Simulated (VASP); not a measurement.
# Ti (P6_3/mmc) in VASP: further runs

Runs on Ti. Level: PBE+D3(BJ). Tasks: relaxation of shape and atoms at fixed volume.

Everything below comes from runs of VASP 6.6.1. Logs are shortened: lines on timing, memory, paths and dates and some standing lists are left out, and cuts for length are marked.

## 1. The undisturbed crystal

The structure is hexagonal, space group P6_3/mmc (No. 194). The conventional cell has a = 2.950 Å, b = 2.950 Å, c = 4.680 Å, α = 90.00°, β = 90.00°, γ = 120.00°. Ti (site symmetry -6m2) has 12 Ti at 2.89 to 2.95 Å as nearest neighbours.

## 2. Relaxation of shape and atoms at fixed volume, PBE+D3(BJ) (a relaxed cell with its volume scaled by 1.04)

File INCAR:

```
PREC = Accurate
ENCUT = 600
EDIFF = 1E-7
ISMEAR = 1
SIGMA = 0.1
LREAL = False
LASPH = True
NELM = 80
ALGO = Normal
ISIF = 4
LWAVE = False
LCHARG = False
GGA = PE
IVDW = 12
IBRION = 2
NSW = 40
EDIFFG = -0.01
```

File KPOINTS:

```
Automatic mesh
0
Gamma
  15 15 8
```

File POSCAR:

```
Ti                                      
1.0
    2.9244960216      0.0000000000      0.0000000000
   -1.4622480108      2.5326878480      0.0000000000
   -0.0000000000     -0.0000000000      4.6208416489
  Ti            
     2
Direct
     0.3333333332999970    0.6666666667000030    0.2500000000000000
     0.6666666667000030    0.3333333332999970    0.7500000000000000
```

Potentials or basis: VASP PAW PBE potentials, release 64 (Ti_sv).

Run with:

```
$ cat potpaw_PBE.64/Ti_sv/POTCAR > POTCAR
$ mpirun -np 1 vasp_std > vasp.out
```

OUTCAR:

```text
PREC = Accurate
   ENCUT = 600
   EDIFF = 1E-7
   ISMEAR = 1
   LREAL = False
   LASPH = True
   NELM = 80
   ISIF = 4
   GGA = PE
   IVDW = 12
   IBRION = 2
   NSW = 40
   EDIFFG = -0.01
 IVDW          = 12

 ion  position               nearest neighbor table
   1  0.333  0.667  0.250-   2 2.86   2 2.86   2 2.86   2 2.86   2 2.86   2 2.86
   2  0.667  0.333  0.750-   1 2.86   1 2.86   1 2.86   1 2.86   1 2.86   1 2.86

  LATTYP: Found a hexagonal cell.
 ALAT       =     2.9244960216
 C/A-ratio  =     1.5800471653

  Lattice vectors:

 A1 = (   2.9244960216,   0.0000000000,   0.0000000000)
 A2 = (  -1.4622480108,   2.5326878480,   0.0000000000)
 A3 = (   0.0000000000,   0.0000000000,   4.6208416489)

Analysis of symmetry for initial positions (statically):
=====================================================================
 Subroutine PRICEL returns:
 Original cell was already a primitive cell.

 Routine SETGRP: Setting up the symmetry group for a
 hexagonal supercell.

 Subroutine GETGRP returns: Found 24 space group operations
 (whereof 12 operations were pure point group operations)
 out of a pool of 24 trial point group operations.

The static configuration has the point symmetry D_3d.
 The point group associated with its full space group is D_6h.

Analysis of symmetry for dynamics (positions and initial velocities):
=====================================================================
 Subroutine PRICEL returns:
 Original cell was already a primitive cell.

 Routine SETGRP: Setting up the symmetry group for a
 hexagonal supercell.

 Subroutine GETGRP returns: Found 24 space group operations
 (whereof 12 operations were pure point group operations)
 out of a pool of 24 trial point group operations.

The dynamic configuration has the point symmetry D_3d.
 The point group associated with its full space group is D_6h.

 Subroutine INISYM returns: Found 24 space group operations
 (whereof 12 operations are pure point group operations),
 and found     1 'primitive' translations

----------------------------------------------------------------------------------------

                                     Primitive cell

  volume of cell :      34.2258

  direct lattice vectors                    reciprocal lattice vectors
     2.924496022  0.000000000  0.000000000     0.341939258  0.197418723  0.000000000
    -1.462248011  2.532687848  0.000000000     0.000000000  0.394837445  0.000000000
     0.000000000  0.000000000  4.620841649     0.000000000  0.000000000  0.216410792

  length of vectors
     2.924496022  2.924496022  4.620841649     0.394837445  0.394837445  0.216410792

  position of ions in fractional coordinates (direct lattice)
     0.333333333  0.666666667  0.250000000
     0.666666667  0.333333333  0.750000000

  ion indices of the primitive-cell ions
   primitive index   ion index
                 1           1
                 2           2

----------------------------------------------------------------------------------------

 KPOINTS: Automatic mesh

Automatic generation of k-mesh.
 Grid dimensions read from file:
 generate k-points for:   15   15    8

 Generating k-lattice:

  Cartesian coordinates                     Fractional coordinates (reciprocal lattice)
     0.022795951  0.013161248  0.000000000     0.066666667  0.000000000  0.000000000
     0.000000000  0.026322496  0.000000000     0.000000000  0.066666667  0.000000000
     0.000000000  0.000000000  0.027051349     0.000000000  0.000000000  0.125000000

  Length of vectors
     0.026322496  0.026322496  0.027051349

  Shift w.r.t. Gamma in fractional coordinates (k-lattice)
     0.000000000  0.000000000  0.000000000

 Subroutine IBZKPT returns following result:
 ===========================================

 Found    135 irreducible k-points:

 Following reciprocal coordinates:
            Coordinates               Weight
  0.000000  0.000000  0.000000      1.000000
  0.066667  0.000000  0.000000      6.000000
  0.133333  0.000000  0.000000      6.000000
  0.200000  0.000000  0.000000      6.000000
  0.266667  0.000000  0.000000      6.000000
  0.333333  0.000000  0.000000      6.000000
[... 16 lines left out ...]
  0.333333  0.200000  0.000000     12.000000
  0.400000  0.200000  0.000000      6.000000
 [... further k-points ...]
   k-points           NKPTS =    135   k-points in BZ     NKDIM =    135   number of bands    NBANDS=     16
   number of dos      NEDOS =    301   number of ions     NIONS =      2
   total plane-waves  NPLWV =  23040
   dimension x,y,z NGX =    24 NGY =   24 NGZ =   40
   dimension x,y,z NGXF=    48 NGYF=   48 NGZF=   80
   ions per type =               2
   NGX,Y,Z   is equivalent  to a cutoff of  13.64, 13.64, 14.39 a.u.
   NGXF,Y,Z  is equivalent  to a cutoff of  27.29, 27.29, 28.78 a.u.
 SYSTEM =  unknown system
   PREC   = accura    normal or accurate (medium, high low for compatibility)
   ISTART =      0    job   : 0-new  1-cont  2-samecut
   ICHARG =      2    charge: 1-file 2-atom 10-const
   ISPIN  =      1    spin polarized calculation?
   LNONCOLLINEAR =      F non collinear calculations
   LSORBIT =      F    spin-orbit coupling
   LASPH  =      T    aspherical Exc in radial PAW
   ENCUT  =  600.0 eV  44.10 Ry    6.64 a.u.   5.84  5.84  9.23*2*pi/ulx,y,z
   NELM   =     80;   NELMIN=  2; NELMDL= -5     # of ELM steps
   EDIFF  = 0.1E-06   stopping-criterion for ELM
   LREAL  =      F    real-space projection
   EDIFFG = -.1E-01   stopping-criterion for IOM
   NSW    =     40    number of steps for IOM
   IBRION =      2    ionic relax: 0-MD 1-quasi-New 2-CG
   NFREE  =      1    steps in history (QN), initial steepest desc. (CG)
   ISIF   =      4    stress and relaxation
   ISYM   =      2    0-nonsym 1-usesym 2-fastsym
   POTIM  = 0.5000    time-step for ionic-motion
   TEBEG  =    0.0;   TEEND  =   0.0 temperature during run
   PSTRESS=    0.0 pullay stress
   NELECT =      24.0000    total number of electrons
   NUPDOWN=      -1.0000    fix difference up-down
   EMIN   =  10.00;   EMAX   =-10.00  energy-range for DOS
   EFERMI =   0.00;   METHOD = LEGACY
   ISMEAR =     1;   SIGMA  =   0.10  broadening in eV -4-tet -1-fermi 0-gaus
   EFERMI_NEDOS =   21; number of points for ismear=-14 and -15
   IALGO  =     38    algorithm
   IMIX   =      4    mixing-type and parameters
     AMIX     =   0.40;   BMIX     =  1.00
     AMIX_MAG =   1.60;   BMIX_MAG =  1.00
  volume/ion in A,a.u.               =      17.11       115.48
  Fermi-wavevector in a.u.,A,eV,Ry     =   1.454434  2.748482 28.781464  2.115378
  Thomas-Fermi vector in A             =   2.571585
   LORBIT       =      0    0 simple, 1 ext, 2 COOP (PROOUT), +10 PAW based schemes
   GGA     = PE    functional components
   LHFCALC =     F    Hartree Fock is set to
   AEXX    =    0.0000 exact exchange contribution
   IVDW    =    12    specifies the selected vdW correction
   LEPSILON=     F    determine dielectric tensor
   LRPA    =     F    only Hartree local field effects (RPA)
 conjugate gradient relaxation of ions
 non-spin polarized calculation
 Methfessel and Paxton  Order N= 1 SIGMA  =   0.10
  energy-cutoff  :      600.00
  volume of cell :       34.23
 maximum number of plane-waves:      1164
 NGX is ok and might be reduce to    24
   NGX = 11   NGY = 11   NGZ = 19

 number of electron      23.9999993 magnetization

 Free energy of the ion-electron system (eV)
  ---------------------------------------------------
  ext. energy  EPLUGINS =         0.00000000
  ---------------------------------------------------
  free energy    TOTEN  =       -15.66905376 eV

  energy without entropy =      -15.66937065  energy(sigma->0) =      -15.66915939

 E-fermi :   8.5038     XC(G=0): -11.5678

 val. band max:        8.5024291283   @ k =   0.1333   0.0667   0.2500
 cond. band min:       8.5174350702   @ k =   0.3333   0.3333   0.2500
 fundamental gap:      0.0150059418
 Fermi energy:         8.5038426273

 k-point     1 :       0.0000    0.0000    0.0000
  band No.  band energies     occupation
      1     -48.3476      2.00000
      2     -48.2012      2.00000
      3     -24.9588      2.00000
      4     -24.2793      2.00000
      5     -24.2793      2.00000
      6     -24.2130      2.00000
[... 8 lines left out ...]
     15       9.7863     -0.00000
     16       9.7863     -0.00000

 k-point     2 :       0.0667    0.0000    0.0000
  band No.  band energies     occupation
      1     -48.3430      2.00000
      2     -48.1994      2.00000
      3     -24.9485      2.00000
      4     -24.3002      2.00000
      5     -24.2863      2.00000
      6     -24.2174      2.00000
[... 8 lines left out ...]
     15       9.7243     -0.00000
     16       9.8659     -0.00000

 k-point     3 :       0.1333    0.0000    0.0000
  band No.  band energies     occupation
      1     -48.3297      2.00000
      2     -48.1944      2.00000
      3     -24.9187      2.00000
      4     -24.3595      2.00000
      5     -24.3058      2.00000
      6     -24.2554      2.00000
[... 8 lines left out ...]
     15       9.8701     -0.00000
     16       9.8754     -0.00000

 k-point     4 :       0.2000    0.0000    0.0000
  band No.  band energies     occupation
      1     -48.3096      2.00000
      2     -48.1877      2.00000
      3     -24.8720      2.00000
      4     -24.4476      2.00000
      5     -24.3428      2.00000
      6     -24.3335      2.00000
[... 8 lines left out ...]
     15       9.7089     -0.00000
     16      10.0375     -0.00000

 k-point     5 :       0.2667    0.0000    0.0000
  band No.  band energies     occupation
      1     -48.2853      2.00000
      2     -48.1810      2.00000
      3     -24.8130      2.00000
      4     -24.5496      2.00000
      5     -24.4400      2.00000
      6     -24.3642      2.00000
[... 8 lines left out ...]
     15       9.5180     -0.00000
     16      10.5594      0.00000

 k-point     6 :       0.3333    0.0000    0.0000
  band No.  band energies     occupation
      1     -48.2604      2.00000
      2     -48.1762      2.00000
      3     -24.7478      2.00000
      4     -24.6477      2.00000
      5     -24.5303      2.00000
      6     -24.3928      2.00000
[... 8 lines left out ...]
     15       9.3465     -0.00000
     16      11.1178      0.00000
[... 267 lines left out ...]
 k-point    21 :       0.2000    0.2000    0.0000
  band No.  band energies     occupation
      1     -48.2541      2.00000
      2     -48.1753      2.00000
      3     -24.7309      2.00000
      4     -24.5941      2.00000
      5     -24.5780      2.00000
      6     -24.3943      2.00000
[... 8 lines left out ...]
     15       9.5068     -0.00000
     16      10.6552      0.00000

 k-point    22 :       0.2667    0.2000    0.0000
  band No.  band energies     occupation
      1     -48.2330      2.00000
      2     -48.1745      2.00000
      3     -24.6694      2.00000
      4     -24.6601      2.00000
      5     -24.5993      2.00000
      6     -24.4431      2.00000
[... 8 lines left out ...]
     15       9.5409     -0.00000
     16      10.9586      0.00000

 k-point    23 :       0.3333    0.2000    0.0000
  band No.  band energies     occupation
      1     -48.2159      2.00000
      2     -48.1767      2.00000
      3     -24.7050      2.00000
      4     -24.6136      2.00000
      5     -24.5998      2.00000
      6     -24.4912      2.00000
[... 8 lines left out ...]
     15       9.7652     -0.00000
     16      11.3295      0.00000

 k-point    24 :       0.4000    0.2000    0.0000
  band No.  band energies     occupation
      1     -48.2084      2.00000
      2     -48.1789      2.00000
      3     -24.7207      2.00000
      4     -24.5940      2.00000
      5     -24.5865      2.00000
      6     -24.5146      2.00000
[... 8 lines left out ...]
     15       9.8577     -0.00000
     16      11.5855      0.00000

 [... further k-points ...]

------------------------ aborting loop because EDIFF is reached ----------------------------------------

 Edisp (eV)   -1.22198

 E8    (eV) :    -0.5799

  FORCE on cell =-STRESS in cart. coord.  units (eV):
  Direction    XX          YY          ZZ          XY          YZ          ZX
  --------------------------------------------------------------------------------------
  -------------------------------------------------------------------------------------
  Total      -0.94224    -0.94224    -0.93529    -0.00000    -0.00000     0.00000
  in kB     -44.10802   -44.10802   -43.78297    -0.00000    -0.00000     0.00000
  external pressure =      -44.00 kB  Pullay stress =        0.00 kB

 VOLUME and BASIS-vectors are now :
 -----------------------------------------------------------------------------
  energy-cutoff  :      600.00
  volume of cell :       34.23
      direct lattice vectors                 reciprocal lattice vectors
     2.924496022  0.000000000  0.000000000     0.341939258  0.197418723  0.000000000
    -1.462248011  2.532687848  0.000000000     0.000000000  0.394837445  0.000000000
     0.000000000  0.000000000  4.620841649     0.000000000  0.000000000  0.216410792

 POSITION                                       TOTAL-FORCE (eV/Angst)
 -----------------------------------------------------------------------------------
     -0.00000      1.68846      1.15521         0.000000      0.000000      0.000000
      1.46225      0.84423      3.46563        -0.000000     -0.000000      0.000000
 -----------------------------------------------------------------------------------
    total drift:                                0.000000     -0.000000      0.000000

  FREE ENERGIE OF THE ION-ELECTRON SYSTEM (eV)
  ---------------------------------------------------
  free  energy   TOTEN  =       -16.8910341169 eV

  energy  without entropy=      -16.8913510132  energy(sigma->0) =      -16.89113975

 reached required accuracy - stopping structural energy minimisation
```

Wall time 51 s (1 thread of Intel Xeon Platinum 8488C (Sapphire Rapids), shared host); peak memory 0.22 GiB.

Results:

| Item | Value |
| --- | --- |
| Free energy | -16.8910 eV |
| Pressure after relaxing | -4.4 GPa |
| Band gap on the k mesh | none (metal or under the smearing width) |
| Dispersion energy per atom | -0.611 eV |

Final structure:
```xyz
2
Lattice="2.9245 0.0000 0.0000 -1.4622 2.5327 0.0000 0.0000 0.0000 4.6208" Properties=species:S:1:pos:R:3 pbc="T T T"
Ti    0.0000    1.6885    1.1552
Ti    1.4622    0.8442    3.4656
```

Caveat: the relaxation stopped at its first step, so nothing moved; pairwise dispersion overbinds metals, which lowers pressure and volume.

(Part 1 of 2 ends here.)
